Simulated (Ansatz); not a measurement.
# Ta (Im-3m): scan of the energy under strain, by script

Aim: a scan of the energy under strain, for Ta (Im-3m), run from a script.

Computed with Ansatz 0.2.0, driven from Python. Level of theory: DFT PBE, plane waves, PAW.

## (1) The system

The structure is cubic, space group Im-3m (No. 229). The conventional cell has a = 3.303 Å, b = 3.303 Å, c = 3.303 Å, α = 90.00°, β = 90.00°, γ = 90.00°. Ta (site symmetry m-3m) has 8 Ta at 2.86 Å as nearest neighbours.

No structure file is read: the coordinates are typed or built in the script.

## (2) The code

The input, strain.py:

```python
"""Energy of Ta under uniaxial strain, ions carried with the cell."""

import ansatz as az
import matplotlib.pyplot as plt
import numpy as np

vectors0 = np.array([
    [-1.65128, 1.65128, 1.65128],
    [1.65128, -1.65128, 1.65128],
    [1.65128, 1.65128, -1.65128],
])
sites = [
    ("Ta", (0.0, 0.0, 0.0)),
]


def build(cell):
    crystal = az.Crystal(lattice=az.Lattice.of(cell))
    for symbol, position in sites:
        crystal = crystal.atom(symbol, position)
    return crystal

# clamped ions: the fractional positions stay as typed
values = np.linspace(-0.03, 0.03, 7)
energies = []
for d in values:
    strain = np.diag([0, 0, d])
    cell = vectors0 @ (np.eye(3) + strain)
    calc = (
        build(cell).calculation()
        .basis(420)
        .occupations("Fermi-Dirac")
        .scf(tolerance=1e-08)
        .kpoints(15, 15, 15)
    )
    data = calc.run().report
    energies.append(data["free_energy_ev"] / len(sites))
    print(f"d = {d:+.4f}  F = {energies[-1]:.5f} eV/atom")
energies = np.array(energies)

for value, e in zip(values, energies):
    print(f"strain {value:7.3f}   E - Emin = {1000 * (e - energies.min()):9.3f} meV/atom")
plt.figure(figsize=(4.5, 3))
plt.plot(values, 1000 * (energies - energies.min()), "o-")
plt.xlabel("strain")
plt.ylabel("meV/atom")
plt.tight_layout()
plt.savefig("strain.png", dpi=100)
curvature = 2 * np.polyfit(values, energies, 3)[1]
volume = abs(np.linalg.det(vectors0)) / len(sites)
print(f"d2E/dd2 over the volume: {curvature / volume * 160.21766:.1f} GPa")
```

## (3) The input behind the calls

The engine receives this input (first run):

```yaml
crystal:
  lattice:
    - [-1.65128, 1.65128, 1.6017416]
    - [1.65128, -1.65128, 1.6017416]
    - [1.65128, 1.65128, -1.6017416]
  atoms:
    - { symbol: Ta, position: [0.0, 0.0, 0.0] }
basis:
  ecutwfc: 420.0
kpoints:
  mp_grid:
    grid: [15, 15, 15]
scf:
  convergence:
    dr2_threshold: 1.0e-08
  occupations:
    method: fermi_dirac
```

## (4) Launch

Command:

```
$ python strain.py
```

The program printed:

```text
d = -0.0300  F = -9932.24304 eV/atom
d = -0.0200  F = -9932.25507 eV/atom
d = -0.0100  F = -9932.26359 eV/atom
d = +0.0000  F = -9932.26878 eV/atom
d = +0.0100  F = -9932.27084 eV/atom
d = +0.0200  F = -9932.26994 eV/atom
d = +0.0300  F = -9932.26630 eV/atom
strain  -0.030   E - Emin =    27.793 meV/atom
strain  -0.020   E - Emin =    15.763 meV/atom
strain  -0.010   E - Emin =     7.243 meV/atom
strain   0.000   E - Emin =     2.055 meV/atom
strain   0.010   E - Emin =     0.000 meV/atom
strain   0.020   E - Emin =     0.891 meV/atom
strain   0.030   E - Emin =     4.537 meV/atom
d2E/dd2 over the volume: 279.0 GPa
```

Run time: 10 s. Hardware: 1 thread of Intel Xeon Platinum 8488C (Sapphire Rapids), shared host; peak memory 0.45 GiB.

## (5) Inputs of later runs

The engine's inputs for some of the other runs:

Run 2, against run 1:

```diff
@@ -3,3 +3,3 @@
-    - [-1.65128, 1.65128, 1.6017416]
-    - [1.65128, -1.65128, 1.6017416]
-    - [1.65128, 1.65128, -1.6017416]
+    - [-1.65128, 1.65128, 1.6182544]
+    - [1.65128, -1.65128, 1.6182544]
+    - [1.65128, 1.65128, -1.6182544]
```

Run 6, against run 1:

```diff
@@ -3,3 +3,3 @@
-    - [-1.65128, 1.65128, 1.6017416]
-    - [1.65128, -1.65128, 1.6017416]
-    - [1.65128, 1.65128, -1.6017416]
+    - [-1.65128, 1.65128, 1.6843056]
+    - [1.65128, -1.65128, 1.6843056]
+    - [1.65128, 1.65128, -1.6843056]
```

Run 7, against run 1:

```diff
@@ -3,3 +3,3 @@
-    - [-1.65128, 1.65128, 1.6017416]
-    - [1.65128, -1.65128, 1.6017416]
-    - [1.65128, 1.65128, -1.6017416]
+    - [-1.65128, 1.65128, 1.7008184000000002]
+    - [1.65128, -1.65128, 1.7008184000000002]
+    - [1.65128, 1.65128, -1.7008184000000002]
```

Lines on the test bed's own set-up are left out of the output.

## (6) What each run gave

From the records of these 7 runs:

```csv
run,strain,energy from run 5 (meV/atom),SCF cycles,CPU time (s)
1,-0.030,27.79,6,1.5
2,-0.020,15.76,6,1.5
3,-0.010,7.24,6,1.5
4,0.000,2.05,6,0.63
5,0.010,0.00,6,1.4
6,0.020,0.89,6,1.4
7,0.030,4.54,6,1.4
```

Energies are free energies F = E - TS of the smeared occupations. 

## (7) Outcome

| quantity | value |
| --- | --- |
| curvature under the strain | 279.0 GPa |
| runs compared | 7 |
| range of energy | 27.79 meV/atom |
| lowest point, strain | 0.010 |

Against the unstrained cell the energy per atom changes by +25.74 meV at one end of the scan and +2.48 meV at the other, and its second derivative over the volume is 279.0 GPa. What to keep in mind:
- No spin polarisation was allowed.
- The curvature belongs to this strain pattern and to the cell's stress; it equals a single elastic constant only for simple patterns.
- In a metal a curvature from energy changes of a few meV or less hangs on mesh and smearing, in size and even in sign.
- Spin-orbit coupling, which matters for elements this heavy, is left out.
- No functional is typed, so the default, PBE, holds.
- The ions keep their fractional positions (clamped ions).
